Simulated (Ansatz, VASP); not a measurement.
## Al: VASP beside Ansatz

```
Al
1.0
     0.00000    2.05061    2.05061
     2.05061    0.00000    2.05061
     2.05061    2.05061    0.00000
Al
1
Direct
  0.00000 0.00000 0.00000
```

Change from the starting cell: volume scaled by 1.04.

Alike in both runs: task single point; functional PBE; k mesh 14 × 14 × 14; occupations fermi-dirac, width 0.05 eV; no spin polarisation.

|  | VASP | Ansatz |
| --- | --- | --- |
| version | VASP 6.6.1 | Ansatz 0.2.0 |
| potentials or method | VASP PAW PBE potentials, release 64 (Al), cutoff 520 eV | all-electron LAPW, scalar-relativistic |

|  | VASP | Ansatz | Ansatz less VASP |
| --- | --- | --- | --- |
| pressure (GPa) | -3.3 | -3.3 | +0.04 |

Ansatz ran all-electron here, so the differences hold the error of VASP's frozen core and of both bases.
